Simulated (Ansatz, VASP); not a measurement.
# Ge in VASP and in Ansatz

```xyz
1
Lattice="2.5342 0.0000 0.0000 -1.2671 2.1947 0.0000 0.0000 0.0000 2.3707" Properties=species:S:1:pos:R:3 pbc="T T T"
Ge    0.0000    0.0000    0.0000
```

Change from the starting cell: volume scaled by 0.68, LAPW.

Alike in both runs: task single point; functional PBE; k mesh 17 × 17 × 15; occupations fermi-dirac, width 0.1 eV; no spin polarisation.

|  | VASP | Ansatz |
| --- | --- | --- |
| version | VASP 6.6.1 | Ansatz 0.2.0 |
| potentials or method | VASP PAW PBE potentials, release 64 (Ge_d), cutoff 520 eV | all-electron LAPW, scalar-relativistic |

|  | VASP | Ansatz | Ansatz less VASP |
| --- | --- | --- | --- |
| pressure (GPa) | 61.7 | 61.6 | -0.09 |
| largest component of the traceless stress (GPa) | 0.26 | 0.18 | -0.080 |

Ansatz ran all-electron here, so the differences hold the error of VASP's frozen core and of both bases.

Caveats: the cell as given lies far from equilibrium; so large a pressure means that the cell lies far from this level's equilibrium, or that cutoff or potentials fall short (VASP).
